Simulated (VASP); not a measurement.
# Si (Fd-3m) in VASP: notebook

Runs on Si. Level: PBE. Tasks: single point.

Everything below comes from runs of VASP 6.6.1. Logs are shortened: lines on timing, memory, paths and dates and some standing lists are left out, and cuts for length are marked.

## 1. The undisturbed crystal

It takes space group Fd-3m (No. 227, cubic). Conventional cell: a = 5.444 Å, b = 5.444 Å, c = 5.444 Å, α = 90.00°, β = 90.00°, γ = 90.00°. Si (site symmetry -43m) is surrounded by 4 Si at 2.36 Å.

## 2. Single point, PBE (grid = ENCUT=600 dk=0.45 cell=2x2x2 ISMEAR=0 SIGMA=0.05 LREAL=Auto EDIFF=1e-06)

The input, INCAR:

```
SYSTEM = Si
ALGO = Fast
EDIFF = 1E-6
ENCUT = 600
GGA = PE
ISIF = 2
ISMEAR = 0
LASPH = .True.
LCHARG = .False.
LREAL = Auto
LWAVE = .False.
NBANDS = 40
NELM = 120
PREC = Accurate
SIGMA = 0.05
```

The input, KPOINTS:

```
k-points
0
Gamma
  3 3 3
  0 0 0
```

The input, POSCAR:

```
Si
1.0
    0.0000000000      5.4437023730      5.4437023730
    5.4437023730      0.0000000000      5.4437023730
    5.4437023730      5.4437023730      0.0000000000
Si
16
Direct
    0.2500000000      0.2500000000      0.2500000000
    0.2500000000      0.2500000000      0.7500000000
    0.2500000000      0.7500000000      0.2500000000
    0.2500000000      0.7500000000      0.7500000000
    0.7500000000      0.2500000000      0.2500000000
    0.7500000000      0.2500000000      0.7500000000
    0.7500000000      0.7500000000      0.2500000000
    0.7500000000      0.7500000000      0.7500000000
    0.3750000000      0.3750000000      0.3750000000
    0.3750000000      0.3750000000      0.8750000000
    0.3750000000      0.8750000000      0.3750000000
    0.3750000000      0.8750000000      0.8750000000
    0.8750000000      0.3750000000      0.3750000000
    0.8750000000      0.3750000000      0.8750000000
    0.8750000000      0.8750000000      0.3750000000
    0.8750000000      0.8750000000      0.8750000000
```

Potentials or basis: VASP PAW PBE potentials, release 64 (Si).

Launch:

```
> cat potpaw_PBE.64/Si/POTCAR > POTCAR
> mpirun -np 1 vasp_std > vasp.out
```

OUTCAR:

```text
SYSTEM = Si
   EDIFF = 1E-6
   ENCUT = 600
   GGA = PE
   ISIF = 2
   ISMEAR = 0
   LASPH = .True.
   LREAL = Auto
   NELM = 120
   PREC = Accurate

 Found      4 irreducible k-points:

 Following reciprocal coordinates:
            Coordinates               Weight
  0.000000  0.000000  0.000000      1.000000
  0.333333  0.000000  0.000000      8.000000
  0.333333  0.333333  0.000000      6.000000
 -0.333333  0.333333  0.000000     12.000000
   k-points           NKPTS =      4   k-points in BZ     NKDIM =      4   number of bands    NBANDS=     40
   number of dos      NEDOS =    301   number of ions     NIONS =     16
   total plane-waves  NPLWV = 262144
   dimension x,y,z NGX =    64 NGY =   64 NGZ =   64
   dimension x,y,z NGXF=   128 NGYF=  128 NGZF=  128
   ions per type =              16
   NGX,Y,Z   is equivalent  to a cutoff of  13.82, 13.82, 13.82 a.u.
   NGXF,Y,Z  is equivalent  to a cutoff of  27.64, 27.64, 27.64 a.u.
 SYSTEM =  Si
   PREC   = accura    normal or accurate (medium, high low for compatibility)
   ISTART =      0    job   : 0-new  1-cont  2-samecut
   ICHARG =      2    charge: 1-file 2-atom 10-const
   ISPIN  =      1    spin polarized calculation?
   LNONCOLLINEAR =      F non collinear calculations
   LSORBIT =      F    spin-orbit coupling
   LASPH  =      T    aspherical Exc in radial PAW
   ENCUT  =  600.0 eV  44.10 Ry    6.64 a.u.  15.38 15.38 15.38*2*pi/ulx,y,z
   NELM   =    120;   NELMIN=  2; NELMDL= -5     # of ELM steps
   EDIFF  = 0.1E-05   stopping-criterion for ELM
   LREAL  =      T    real-space projection
   EDIFFG = 0.1E-04   stopping-criterion for IOM
   NSW    =      0    number of steps for IOM
   IBRION =     -1    ionic relax: 0-MD 1-quasi-New 2-CG
   NFREE  =      0    steps in history (QN), initial steepest desc. (CG)
   ISIF   =      2    stress and relaxation
   ISYM   =      2    0-nonsym 1-usesym 2-fastsym
   POTIM  = 0.5000    time-step for ionic-motion
   TEBEG  =    0.0;   TEEND  =   0.0 temperature during run
   PSTRESS=    0.0 pullay stress
   NELECT =      64.0000    total number of electrons
   NUPDOWN=      -1.0000    fix difference up-down
   EMIN   =  10.00;   EMAX   =-10.00  energy-range for DOS
   EFERMI =   0.00;   METHOD = LEGACY
   ISMEAR =     0;   SIGMA  =   0.05  broadening in eV -4-tet -1-fermi 0-gaus
   EFERMI_NEDOS =   21; number of points for ismear=-14 and -15
   IALGO  =     68    algorithm
   IMIX   =      4    mixing-type and parameters
     AMIX     =   0.40;   BMIX     =  1.00
     AMIX_MAG =   1.60;   BMIX_MAG =  1.00
  volume/ion in A,a.u.               =      20.16       136.08
  Fermi-wavevector in a.u.,A,eV,Ry     =   0.954766  1.804247 12.402783  0.911579
  Thomas-Fermi vector in A             =   2.083543
   LORBIT       =      0    0 simple, 1 ext, 2 COOP (PROOUT), +10 PAW based schemes
   GGA     = PE    functional components
   LHFCALC =     F    Hartree Fock is set to
   AEXX    =    0.0000 exact exchange contribution
   IVDW    =     0    specifies the selected vdW correction
   LEPSILON=     F    determine dielectric tensor
   LRPA    =     F    only Hartree local field effects (RPA)
 non-spin polarized calculation
 RMM-DIIS sequential band-by-band and
 Gauss-broadening in eV      SIGMA  =   0.05
  energy-cutoff  :      600.00
  volume of cell :      322.64
 maximum number of plane-waves:     10849
 NGX is ok and might be reduce to    64
   NGX = 31   NGY = 31   NGZ = 31

 number of electron      63.9999996 magnetization

 Free energy of the ion-electron system (eV)
  ---------------------------------------------------
  ext. energy  EPLUGINS =         0.00000000
  ---------------------------------------------------
  free energy    TOTEN  =       -86.59703412 eV

  energy without entropy =      -86.59703412  energy(sigma->0) =      -86.59703412

 E-fermi :   5.9792     XC(G=0):  -9.3756

 val. band max:        5.7625264640   @ k =   0.0000   0.0000   0.0000
 cond. band min:       6.4838682422   @ k =   0.0000   0.0000   0.0000
 fundamental gap:      0.7213417782
 Fermi energy:         5.9792449565

 k-point     1 :       0.0000    0.0000    0.0000
  band No.  band energies     occupation
      1      -6.1477      2.00000
      2      -3.8339      2.00000
      3      -3.8339      2.00000
      4      -3.8339      2.00000
      5      -3.8339      2.00000
      6      -2.0287      2.00000
      7      -2.0287      2.00000
      8      -2.0287      2.00000
      9      -2.0287      2.00000
     10      -2.0287      2.00000
     11      -2.0287      2.00000
     12      -1.1717      2.00000
     13      -1.1717      2.00000
     14      -1.1717      2.00000
     15      -1.1717      2.00000
     16       2.9306      2.00000
     17       2.9306      2.00000
     18       2.9306      2.00000
     19       2.9306      2.00000
     20       2.9306      2.00000
     21       2.9306      2.00000
     22       4.5712      2.00000
     23       4.5712      2.00000
     24       4.5712      2.00000
     25       4.5712      2.00000
     26       4.5712      2.00000
     27       4.5712      2.00000
     28       4.5712      2.00000
     29       4.5712      2.00000
     30       5.7625      2.00000
     31       5.7625      2.00000
     32       5.7625      2.00000
     33       6.4839      0.00000
     34       6.4839      0.00000
     35       6.4839      0.00000
     36       6.4839      0.00000
     37       6.4839      0.00000
     38       6.4839      0.00000
     39       7.2762      0.00000
     40       7.2762      0.00000

 k-point     2 :       0.3333    0.0000    0.0000
  band No.  band energies     occupation
      1      -5.7886      2.00000
      2      -4.7798      2.00000
      3      -3.6744      2.00000
      4      -3.6744      2.00000
      5      -3.6744      2.00000
      6      -3.0990      2.00000
      7      -3.0990      2.00000
      8      -3.0990      2.00000
      9      -0.8140      2.00000
     10      -0.8140      2.00000
     11      -0.8140      2.00000
     12      -0.7848      2.00000
     13      -0.7848      2.00000
     14      -0.7848      2.00000
     15       0.4514      2.00000
     16       2.1589      2.00000
     17       2.1589      2.00000
     18       2.1589      2.00000
     19       3.0016      2.00000
     20       3.0016      2.00000
     21       3.0016      2.00000
     22       3.2267      2.00000
     23       3.2267      2.00000
     24       3.2267      2.00000
     25       3.3885      2.00000
     26       3.9988      2.00000
     27       3.9988      2.00000
     28       3.9988      2.00000
     29       4.7685      2.00000
     30       4.7685      2.00000
     31       5.3155      2.00000
     32       5.3155      2.00000
     33       6.8343      0.00000
     34       6.8343      0.00000
     35       6.8343      0.00000
     36       7.5018      0.00000
     37       7.8018      0.00000
     38       7.8018      0.00000
     39       7.8018      0.00000
     40       8.0932      0.00000

 k-point     3 :       0.3333    0.3333    0.0000
  band No.  band energies     occupation
      1      -5.6664      2.00000
      2      -4.2549      2.00000
      3      -4.0559      2.00000
      4      -4.0559      2.00000
      5      -4.0559      2.00000
      6      -4.0559      2.00000
      7      -1.9110      2.00000
      8      -1.9110      2.00000
      9      -1.9110      2.00000
     10      -1.9110      2.00000
     11      -0.2196      2.00000
     12      -0.2196      2.00000
     13      -0.2196      2.00000
     14      -0.2196      2.00000
     15       0.7605      2.00000
     16       2.1468      2.00000
     17       2.1468      2.00000
     18       2.1468      2.00000
     19       2.1468      2.00000
     20       2.7344      2.00000
     21       2.7344      2.00000
     22       2.7344      2.00000
     23       2.7344      2.00000
     24       3.3625      2.00000
     25       3.3625      2.00000
     26       3.7206      2.00000
     27       4.4740      2.00000
     28       4.4740      2.00000
     29       4.4740      2.00000
     30       4.4740      2.00000
     31       4.5791      2.00000
     32       4.5791      2.00000
     33       6.4980      0.00000
     34       7.4686      0.00000
     35       7.7615      0.00000
     36       8.2044      0.00000
     37       8.2049      0.00000
     38       8.2056      0.00000
     39       8.2078      0.00000
     40       8.5101      0.00000

 k-point     4 :      -0.3333    0.3333    0.0000
  band No.  band energies     occupation
      1      -5.2040      2.00000
      2      -4.8562      2.00000
      3      -4.8562      2.00000
      4      -3.8728      2.00000
      5      -3.8728      2.00000
      6      -2.9060      2.00000
      7      -2.8963      2.00000
      8      -2.8963      2.00000
      9      -1.0576      2.00000
     10      -1.0576      2.00000
     11      -0.9869      2.00000
     12       0.1327      2.00000
     13       0.1327      2.00000
     14       1.3391      2.00000
     15       1.3391      2.00000
     16       1.3847      2.00000
     17       1.7821      2.00000
     18       1.7821      2.00000
     19       2.0536      2.00000
     20       2.2202      2.00000
     21       2.2202      2.00000
     22       3.0231      2.00000
     23       3.0231      2.00000
     24       3.3689      2.00000
     25       3.4855      2.00000
     26       3.4855      2.00000
     27       3.6658      2.00000
     28       3.7811      2.00000
     29       3.7811      2.00000
     30       4.0294      2.00000
     31       4.0294      2.00000
     32       5.2008      2.00000
     33       7.3342      0.00000
     34       7.7269      0.00000
     35       7.7269      0.00000
     36       8.6112      0.00000
     37       8.6112      0.00000
     38       8.7818      0.00000
     39       9.1241      0.00000
     40       9.2049      0.00000

------------------------ aborting loop because EDIFF is reached ----------------------------------------

  FORCE on cell =-STRESS in cart. coord.  units (eV):
  Direction    XX          YY          ZZ          XY          YZ          ZX
  --------------------------------------------------------------------------------------
  -------------------------------------------------------------------------------------
  Total        2.5221936      2.5221936      2.5221936      0.0000000      0.0000000     -0.0000000
  in kB       12.5249469     12.5249469     12.5249469      0.0000000      0.0000000     -0.0000000
  external PRESSURE =      12.5249469 kB  Pullay stress =       0.0000000 kB

 VOLUME and BASIS-vectors are now :
 -----------------------------------------------------------------------------
  energy-cutoff  :      600.00
  volume of cell :      322.64
      direct lattice vectors                 reciprocal lattice vectors
     0.000000000  5.443702373  5.443702373    -0.091849254  0.091849254  0.091849254
     5.443702373  0.000000000  5.443702373     0.091849254 -0.091849254  0.091849254
     5.443702373  5.443702373  0.000000000     0.091849254  0.091849254 -0.091849254

 POSITION                                       TOTAL-FORCE (eV/Angst)
 -----------------------------------------------------------------------------------
      2.72185      2.72185      2.72185        -0.000000     -0.000000     -0.000000
      5.44370      5.44370      2.72185        -0.000000     -0.000000     -0.000000
      5.44370      2.72185      5.44370        -0.000000     -0.000000     -0.000000
      8.16555      5.44370      5.44370        -0.000000     -0.000000     -0.000000
      2.72185      5.44370      5.44370        -0.000000     -0.000000     -0.000000
      5.44370      8.16555      5.44370        -0.000000     -0.000000     -0.000000
      5.44370      5.44370      8.16555        -0.000000     -0.000000     -0.000000
      8.16555      8.16555      8.16555        -0.000000     -0.000000     -0.000000
      4.08278      4.08278      4.08278         0.000000      0.000000      0.000000
      6.80463      6.80463      4.08278         0.000000      0.000000      0.000000
      6.80463      4.08278      6.80463         0.000000      0.000000      0.000000
      9.52648      6.80463      6.80463         0.000000      0.000000      0.000000
      4.08278      6.80463      6.80463         0.000000     -0.000000      0.000000
      6.80463      9.52648      6.80463         0.000000      0.000000      0.000000
      6.80463      6.80463      9.52648         0.000000      0.000000      0.000000
      9.52648      9.52648      9.52648         0.000000      0.000000      0.000000
 -----------------------------------------------------------------------------------
    total drift:                                0.000000     -0.000000      0.000000

  FREE ENERGIE OF THE ION-ELECTRON SYSTEM (eV)
  ---------------------------------------------------
  free  energy   TOTEN  =       -86.5970341211 eV

  energy  without entropy=      -86.5970341211  energy(sigma->0) =      -86.59703412
```

Run time: 1.7 min. Hardware: 1 thread of Intel Xeon Platinum 8375C at 2.90GHz (Ice Lake), shared host; peak memory 0.53 GiB.

These settings aren't checked as converged: the numbers below hold their error.

What came out:

| Property | Result |
| --- | --- |
| Free energy | -86.5970 eV |
| Pressure | 1.3 GPa |
| Band gap on the k mesh | 0.72 eV |

Caveat: an odd mesh through Γ misses points on the zone boundary, where band edges often lie.

[end of part 1 of 2]
